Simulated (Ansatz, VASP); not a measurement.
## Fe: VASP beside Ansatz

Contents of INCAR:

```
  PREC = Accurate
  ENCUT = 600
  EDIFF = 1E-6
  ISMEAR = -1
  SIGMA = 0.1
  LREAL = False
  LASPH = True
  NELM = 100
  ALGO = Normal
  ISIF = 3
  LWAVE = False
  LCHARG = False
  GGA = PS
  IBRION = 2
  NSW = 80
  EDIFFG = -0.01
```

File KPOINTS:

```
regular mesh
0
Gamma
  13 13 13
```

The input POSCAR:

```
Fe
1.0
    2.3342634294      0.0000000000      0.0000000000
    0.0000000000      2.3342634294      0.0000000000
    0.0000000000      0.0000000000      2.3342634294
Fe
1
Direct
    0.0000000000      0.0000000000      0.0000000000
```

Input for Ansatz:

```yaml
crystal:
  lattice:
    - [2.3342634294, 0.0, 0.0]
    - [0.0, 2.3342634294, 0.0]
    - [0.0, 0.0, 2.3342634294]
  atoms:
    - { symbol: Fe, position: [0.0, 0.0, 0.0] }
hamiltonian:
  xc: pbesol
  pseudopotentials:
    kind: paw
    azcp:
      Fe: "pseudopotentials/Fe.paw.azcp"
basis:
  ecutwfc: 420
  fft_grid_basis: typed
kpoints:
  mp_grid: { grid: [13, 13, 13], shift: [0, 0, 0] }
magnetization:
  spin_polarized: false
scf:
  occupations: { method: fermi_dirac, width: 0.1 }
relax:
  max_steps: 60
  f_tol: 0.01
  cell: {}
output:
  write_density: true
  write_potential: true
  elf: true
  volumetric_format: npy
```

The cell was built by a generator and needn't be a form met in nature.

Alike in both runs: task relaxation of cell and atoms; functional PBEsol; k mesh 13 × 13 × 13; occupations fermi-dirac, width 0.1 eV; no spin polarisation.

|  | VASP | Ansatz |
| --- | --- | --- |
| version | VASP 6.6.1 | Ansatz 0.2.0 |
| potentials or method | VASP PAW PBE potentials, release 64 (Fe) | plane waves (420 eV) with PAW, scalar-relativistic |
| plane-wave cutoff (eV) | 600 | 420 |
| valence electrons in the cell | 8 | 16 |

|  | VASP | Ansatz | Ansatz less VASP |
| --- | --- | --- | --- |
| relaxed volume (Å³/atom) | 11.15 | 11.19 | +0.038 |
| relaxed cell length with the largest relative difference (Å) | 2.234 | 2.237 | +0.0025 |
| energy change over the relaxation (meV/atom) | -125 | -119 | +5.7 |

The two sets of potentials don't hold the same shells in valence. Ansatz warned: «pseudo_functional_mismatch».

Caveats: the PAW data sets were made with another functional, which shifts forces and pressure a little (VASP); the run has no spin polarisation, though such a crystal can be magnetic. Spin polarisation is off, so any magnetic state and its effect on volume and gap are missing.
